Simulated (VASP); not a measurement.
# Te2Mo (P6_3/mmc) in VASP: settings compared

The runs below take Te2Mo through relaxation of cell and atoms, with RPBE+D3, RPBE+D3(BJ).

Everything below comes from runs of VASP 6.6.1. Logs are shortened: lines on timing, memory, paths and dates and some standing lists are left out, and cuts for length are marked.

### Step 1. The structure

The structure is hexagonal, space group P6_3/mmc (No. 194). Conventional cell: a = 3.518 Å, b = 3.518 Å, c = 13.974 Å, α = 90.00°, β = 90.00°, γ = 120.00°. Around Te (site symmetry 3m) lie 3 Mo at 2.72 Å. Around Mo (site symmetry -6m2) lie 6 Te at 2.72 Å.

### Step 2. Relaxation of cell and atoms, RPBE+D3

INCAR reads:

```
SYSTEM = Te2Mo
ALGO     = Normal         ! electronic algorithm
EDIFF    = 1E-6           ! SCF threshold, eV
EDIFFG   = -0.005         ! ionic threshold
ENCUT    = 600            ! plane-wave cutoff, eV
GGA      = RP             ! functional
IBRION   = 2              ! ionic algorithm
ISIF     = 3              ! what is computed and relaxed
ISMEAR   = -1             ! smearing method
IVDW     = 11             ! dispersion correction
LASPH    = .True.         ! aspherical terms in the spheres
LCHARG   = .False.        ! write CHGCAR
LREAL    = .False.        ! projectors in reciprocal space
LWAVE    = .False.        ! write WAVECAR
NELM     = 80             ! most SCF steps
NSW      = 60             ! ionic steps
PREC     = Accurate       ! precision mode
SIGMA    = 0.05           ! smearing width, eV
```

KPOINTS reads:

```
k-points
0
Gamma
  9 9 2
  0 0 0
```

POSCAR reads:

```
Te2Mo
1.0
    3.5182000000      0.0000000000      0.0000000000
   -1.7591000000      3.0468505756      0.0000000000
    0.0000000000      0.0000000000     13.9736000000
Te Mo
4 2
Direct
    0.6666666667      0.3333333333      0.3790000000
    0.3333333333      0.6666666667      0.8790000000
    0.6666666667      0.3333333333      0.1210000000
    0.3333333333      0.6666666667      0.6210000000
    0.6666666667      0.3333333333      0.7500000000
    0.3333333333      0.6666666667      0.2500000000
```

Potentials or basis: VASP PAW PBE potentials, release 64 (Te, Mo_sv).

Run with:

```bash
> cat potpaw_PBE.64/Te/POTCAR potpaw_PBE.64/Mo_sv/POTCAR > POTCAR
> mpirun -np 1 vasp_std > vasp.out
```

OUTCAR:

```text
SYSTEM = Te2Mo
   EDIFF = 1E-6
   EDIFFG = -0.005
   ENCUT = 600
   GGA = RP
   IBRION = 2
   ISIF = 3
   ISMEAR = -1
   IVDW = 11
   LASPH = .True.
   LREAL = .False.
   NELM = 80
   NSW = 60
   PREC = Accurate
 IVDW          = 11

 ion  position               nearest neighbor table
   1  0.667  0.333  0.379-   6 2.72   6 2.72   6 2.72   3 3.61
   2  0.333  0.667  0.879-   5 2.72   5 2.72   5 2.72   4 3.61
   3  0.667  0.333  0.121-   6 2.72   6 2.72   6 2.72   1 3.61
   4  0.333  0.667  0.621-   5 2.72   5 2.72   5 2.72   2 3.61
   5  0.667  0.333  0.750-   2 2.72   4 2.72   2 2.72   4 2.72   2 2.72   4 2.72
   6  0.333  0.667  0.250-   1 2.72   3 2.72   1 2.72   3 2.72   1 2.72   3 2.72

  LATTYP: Found a hexagonal cell.
 ALAT       =     3.5182000000
 C/A-ratio  =     3.9718037633

  Lattice vectors:

 A1 = (   3.5182000000,   0.0000000000,   0.0000000000)
 A2 = (  -1.7591000000,   3.0468505756,   0.0000000000)
 A3 = (   0.0000000000,   0.0000000000,  13.9736000000)

Analysis of symmetry for initial positions (statically):
=====================================================================
 Subroutine PRICEL returns:
 Original cell was already a primitive cell.

 Routine SETGRP: Setting up the symmetry group for a
 hexagonal supercell.

 Subroutine GETGRP returns: Found 24 space group operations
 (whereof 12 operations were pure point group operations)
 out of a pool of 24 trial point group operations.

The static configuration has the point symmetry D_3d.
 The point group associated with its full space group is D_6h.

Analysis of symmetry for dynamics (positions and initial velocities):
=====================================================================
 Subroutine PRICEL returns:
 Original cell was already a primitive cell.

 Routine SETGRP: Setting up the symmetry group for a
 hexagonal supercell.

 Subroutine GETGRP returns: Found 24 space group operations
 (whereof 12 operations were pure point group operations)
 out of a pool of 24 trial point group operations.

The dynamic configuration has the point symmetry D_3d.
 The point group associated with its full space group is D_6h.

 Subroutine INISYM returns: Found 24 space group operations
 (whereof 12 operations are pure point group operations),
 and found     1 'primitive' translations

----------------------------------------------------------------------------------------

                                     Primitive cell

  volume of cell :     149.7890

  direct lattice vectors                    reciprocal lattice vectors
     3.518200000  0.000000000  0.000000000     0.284236257  0.164103880  0.000000000
[... 87 lines left out ...]
   ISPIN  =      1    spin polarized calculation?
   LNONCOLLINEAR =      F non collinear calculations
   LSORBIT =      F    spin-orbit coupling
   LASPH  =      T    aspherical Exc in radial PAW
   ENCUT  =  600.0 eV  44.10 Ry    6.64 a.u.   7.03  7.03 27.91*2*pi/ulx,y,z
   NELM   =     80;   NELMIN=  2; NELMDL= -5     # of ELM steps
   EDIFF  = 0.1E-05   stopping-criterion for ELM
   LREAL  =      F    real-space projection
   EDIFFG = -.5E-02   stopping-criterion for IOM
   NSW    =     60    number of steps for IOM
   IBRION =      2    ionic relax: 0-MD 1-quasi-New 2-CG
   NFREE  =      1    steps in history (QN), initial steepest desc. (CG)
   ISIF   =      3    stress and relaxation
   ISYM   =      2    0-nonsym 1-usesym 2-fastsym
   POTIM  = 0.5000    time-step for ionic-motion
   TEBEG  =    0.0;   TEEND  =   0.0 temperature during run
   PSTRESS=    0.0 pullay stress
   NELECT =      52.0000    total number of electrons
   NUPDOWN=      -1.0000    fix difference up-down
   EMIN   =  10.00;   EMAX   =-10.00  energy-range for DOS
   EFERMI =   0.00;   METHOD = LEGACY
   ISMEAR =    -1;   SIGMA  =   0.05  broadening in eV -4-tet -1-fermi 0-gaus
   EFERMI_NEDOS =   21; number of points for ismear=-14 and -15
   IALGO  =     38    algorithm
   IMIX   =      4    mixing-type and parameters
     AMIX     =   0.40;   BMIX     =  1.00
     AMIX_MAG =   1.60;   BMIX_MAG =  1.00
  volume/ion in A,a.u.               =      24.96       168.47
  Fermi-wavevector in a.u.,A,eV,Ry     =   1.150578  2.174277 18.011787  1.323829
  Thomas-Fermi vector in A             =   2.287241
   LORBIT       =      0    0 simple, 1 ext, 2 COOP (PROOUT), +10 PAW based schemes
   GGA     = RP    functional components
   LHFCALC =     F    Hartree Fock is set to
   AEXX    =    0.0000 exact exchange contribution
   IVDW    =    11    specifies the selected vdW correction
   LEPSILON=     F    determine dielectric tensor
   LRPA    =     F    only Hartree local field effects (RPA)
 conjugate gradient relaxation of ions
 non-spin polarized calculation
  energy-cutoff  :      600.00
  volume of cell :      149.79
 maximum number of plane-waves:      5038
   NGX = 15   NGY = 15   NGZ = 55

--------------------------------------- Ionic step        1  -------------------------------------------

 number of electron      52.0000001 magnetization

 Free energy of the ion-electron system (eV)
  ---------------------------------------------------
  ext. energy  EPLUGINS =         0.00000000
  ---------------------------------------------------
  free energy    TOTEN  =       -33.29692097 eV

  energy without entropy =      -33.29689921  energy(sigma->0) =      -33.29691009

------------------------ aborting loop because EDIFF is reached ----------------------------------------

 Edisp (eV)   -3.11501

 E8    (eV) :    -0.8031
[... 117 lines left out ...]
  FREE ENERGIE OF THE ION-ELECTRON SYSTEM (eV)
  ---------------------------------------------------
  free  energy   TOTEN  =       -36.4361453459 eV

  energy  without entropy=      -36.4361232632  energy(sigma->0) =      -36.43613430

[... ionic steps 4 to 9 ...]

--------------------------------------- Ionic step       10  -------------------------------------------

 number of electron      52.0000003 magnetization

------------------------ aborting loop because EDIFF is reached ----------------------------------------
[... 83 lines left out ...]
--------------------------------------- Ionic step       12  -------------------------------------------

 number of electron      52.0000003 magnetization

 Free energy of the ion-electron system (eV)
  ---------------------------------------------------
  ext. energy  EPLUGINS =         0.00000000
  ---------------------------------------------------
  free energy    TOTEN  =       -33.39888171 eV

  energy without entropy =      -33.39886459  energy(sigma->0) =      -33.39887315

 E-fermi :   8.2079     XC(G=0): -10.1771

 val. band max:        7.8198454492   @ k =   0.0000   0.0000   0.0000
 cond. band min:       8.6545253999   @ k =   0.2222   0.2222   0.0000
 fundamental gap:      0.8346799507
 Fermi energy:         8.2079171757

 k-point     1 :       0.0000    0.0000    0.0000
  band No.  band energies     occupation
      1     -53.0306      2.00000
      2     -53.0306      2.00000
      3     -27.1736      2.00000
      4     -27.1735      2.00000
      5     -27.0771      2.00000
      6     -27.0771      2.00000
[... 842 lines left out ...]
  FREE ENERGIE OF THE ION-ELECTRON SYSTEM (eV)
  ---------------------------------------------------
  free  energy   TOTEN  =       -36.4405450833 eV

  energy  without entropy=      -36.4405279656  energy(sigma->0) =      -36.44053652

 reached required accuracy - stopping structural energy minimisation
```

OSZICAR:

```text
N       E                     dE             d eps       ncg     rms          rms(c)
DAV:   1     0.453976151000E+03    0.45398E+03   -0.29165E+04  1688   0.168E+03
[... 116 lines left out ...]
       N       E                     dE             d eps       ncg     rms          rms(c)
DAV:   1    -0.334008752269E+02    0.19458E-02   -0.45381E-02  1534   0.154E+00    0.360E-01
DAV:   2    -0.333999283065E+02    0.94692E-03   -0.24580E-02  1755   0.772E-01    0.271E-01
DAV:   3    -0.333989186663E+02    0.10096E-02   -0.62098E-03  1707   0.299E-01    0.898E-02
DAV:   4    -0.333989060566E+02    0.12610E-04   -0.40244E-04  1676   0.858E-02    0.375E-02
DAV:   5    -0.333988776956E+02    0.28361E-04   -0.12768E-04  1807   0.613E-02    0.354E-02
DAV:   6    -0.333988808316E+02   -0.31360E-05   -0.18613E-05  1773   0.216E-02    0.121E-02
DAV:   7    -0.333988817091E+02   -0.87744E-06   -0.70380E-07   835   0.478E-03
  12 F= -.36440545E+02 E0= -.36440537E+02  d E =-.115225E-03
```

CONTCAR:

```text
Te2Mo
   1.00000000000000
     3.5545827342272482    0.0000000000000000    0.0000000000000000
    -1.7772913671136241    3.0783589477001088    0.0000000000000000
     0.0000000000000000    0.0000000000000000   14.1433383558529080
  Te              Mo
     4     2
Direct
     0.6666666667000030    0.3333333332999970    0.3779604829636505
     0.3333333332999970    0.6666666667000030    0.8779604829636505
     0.6666666667000030    0.3333333332999970    0.1220395170363496
     0.3333333332999970    0.6666666667000030    0.6220395170363495
     0.6666666667000030    0.3333333332999970    0.7500000000000000
     0.3333333332999970    0.6666666667000030    0.2500000000000000

  0.00000000E+00  0.00000000E+00  0.00000000E+00
  0.00000000E+00  0.00000000E+00  0.00000000E+00
  0.00000000E+00  0.00000000E+00  0.00000000E+00
  0.00000000E+00  0.00000000E+00  0.00000000E+00
  0.00000000E+00  0.00000000E+00  0.00000000E+00
  0.00000000E+00  0.00000000E+00  0.00000000E+00
```

It took 15 min on 1 thread of Intel Xeon Platinum 8259CL at 2.50GHz (Skylake/Cascade Lake), shared host; peak memory 0.38 GiB.

What came out:

* Free energy: -36.4405 eV
* Relaxed volume: 25.79 Å³/atom
* Relaxed cell: a = 3.555 Å, b = 3.555 Å, c = 14.143 Å, α = 90.00°, β = 90.00°, γ = 120.00°
* Space group after relaxing (to 0.05 Å): P6_3/mmc (No. 194)
* Energy gained by relaxing: 4.8 meV/atom
* Ionic steps: 12
* Pressure after relaxing: 0.0 GPa
* Band gap on the k mesh: 0.83 eV, indirect (least direct gap 0.99 eV)
* Dispersion energy per atom: -0.507 eV

Step by step:
```csv
step,energy change (eV),largest force (eV/Å),pressure (GPa),volume (Å³)
1,0.0000,0.2348,2.31,149.79
2,0.0288,0.5682,-2.86,157.73
3,-0.0242,0.1070,0.10,152.92
4,-0.0269,0.0574,0.04,153.51
5,-0.0271,0.0321,0.01,153.80
6,-0.0271,0.0346,0.02,153.78
7,-0.0275,0.0254,0.03,153.89
8,-0.0283,0.0009,0.09,154.25
9,-0.0280,0.0550,0.23,154.95
10,-0.0285,0.0207,0.14,154.50
11,-0.0285,0.0190,-0.11,155.02
12,-0.0286,0.0016,0.01,154.76
```

Final structure:
```
Te Mo
1.0
     3.55458    0.00000    0.00000
    -1.77729    3.07836    0.00000
     0.00000    0.00000   14.14334
Te Mo
4 2
Direct
  0.66667 0.33333 0.37796
  0.33333 0.66667 0.87796
  0.66667 0.33333 0.12204
  0.33333 0.66667 0.62204
  0.66667 0.33333 0.75000
  0.33333 0.66667 0.25000
```

Caveat: the PAW data sets were made with another functional, which shifts forces and pressure a little; spin-orbit coupling is left out, which moves the levels of the heavy elements; an odd mesh through Γ misses points on the zone boundary, where band edges often lie.

[end of part 1 of 2]
